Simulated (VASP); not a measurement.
Here is a VASP 6.6.1 calculation.

The input INCAR:

```
SYSTEM = GaSb
ALGO     = Normal         ! electronic algorithm
EDIFF    = 1E-6           ! SCF threshold, eV
EDIFFG   = -0.01          ! ionic threshold
ENCUT    = 300            ! plane-wave cutoff, eV
GGA      = PE             ! functional
IBRION   = 2              ! ionic algorithm
ISIF     = 3              ! what is computed and relaxed
ISMEAR   = 0              ! smearing method
LASPH    = .True.         ! aspherical terms in the spheres
LCHARG   = .False.        ! write CHGCAR
LREAL    = .False.        ! projectors in reciprocal space
LWAVE    = .False.        ! write WAVECAR
NELM     = 80             ! most SCF steps
NSW      = 90             ! ionic steps
PREC     = Accurate       ! precision mode
SIGMA    = 0.03           ! smearing width, eV
```

KPOINTS

```
k-points
0
Gamma
  5 5 5
  0 0 0
```

Contents of POSCAR:

```
GaSb
1.0
    0.0000000000      3.0590000000      3.0590000000
    3.0590000000      0.0000000000      3.0590000000
    3.0590000000      3.0590000000      0.0000000000
Ga Sb
1 1
Direct
    0.0000000000      0.0000000000      0.0000000000
    0.2500000000      0.2500000000      0.2500000000
```

Potentials or basis: VASP PAW PBE potentials, release 64 (Ga, Sb).

The run is started by

```bash
$ cat potpaw_PBE.64/Ga/POTCAR potpaw_PBE.64/Sb/POTCAR > POTCAR
$ mpirun -np 1 vasp_std > vasp.out
```

Q: Estimate the relaxed volume.

A: 30.30 Å³/atom.

Q: Predict the space group after relaxing (to 0.05 Å).

A: F-43m (No. 216).

Step by step:
| step | energy change (eV) | largest force (eV/Å) | pressure (GPa) | volume (Å³) |
| --- | --- | --- | --- | --- |
| 1 | 0.0000 | 0.0000 | 2.61 | 57.25 |
| 2 | -0.0266 | 0.0000 | -0.46 | 61.20 |
| 3 | -0.0275 | 0.0000 | -0.03 | 60.61 |

 Zero-point motion and thermal expansion aren't in these numbers.
